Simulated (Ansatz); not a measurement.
An input for Ansatz 0.2.0 (Se):

input.yaml

```yaml
crystal:
  lattice:
    - [4.3662, 0.0, 0.0]
    - [-2.1831, 3.781240118, 0.0]
    - [0.0, 0.0, 4.9536]
  atoms:
    - { symbol: Se, position: [0.7746, 0.7746, 0.0], spin: 0.5 }
    - { symbol: Se, position: [0.0, 0.2254, 0.6666666667], spin: -0.5 }
    - { symbol: Se, position: [0.2254, 0.0, 0.3333333333], spin: 0.5 }
hamiltonian:
  xc: blyp
  pseudopotentials: { kind: paw, source: jth }
magnetization:
  spin_polarized: true
kpoints:
  mp_grid: { grid: [7, 7, 6] }
scf:
  occupations: { method: fixed }
output:
  forces: true
  stress: true
  eigenvalues: true
```

Potentials or basis: JTH PAW.

Launch:

```sh
$ ansatz run input.yaml --threads 2 --pin off --max-ram 5120MiB --backend cpu --events-out ev --progress --plain --runs-dir out
```

Question: How does this run end?

Answer: The run stopped without a result. It printed:

Output:

```text
Error: inconsistent input (scf.occupations.method, magnetization): a σ = 0 step fill (method: fixed, or a smearing width below the step floor) with no hard lock on the total moment puts the same N_el/2 bands in each spin channel, which gives a total moment of zero, but the starting moments sum to +0.5000 μB; make the starting moments (crystal.atoms[].spin / magnetization.per_species / magnetization.initial_magnetization) sum to zero, or set magnetization.spin_locking.lock_magnetization: hard with an even integer magnetization.initial_magnetization, or use a smearing method with a finite width, such as fermi_dirac
```
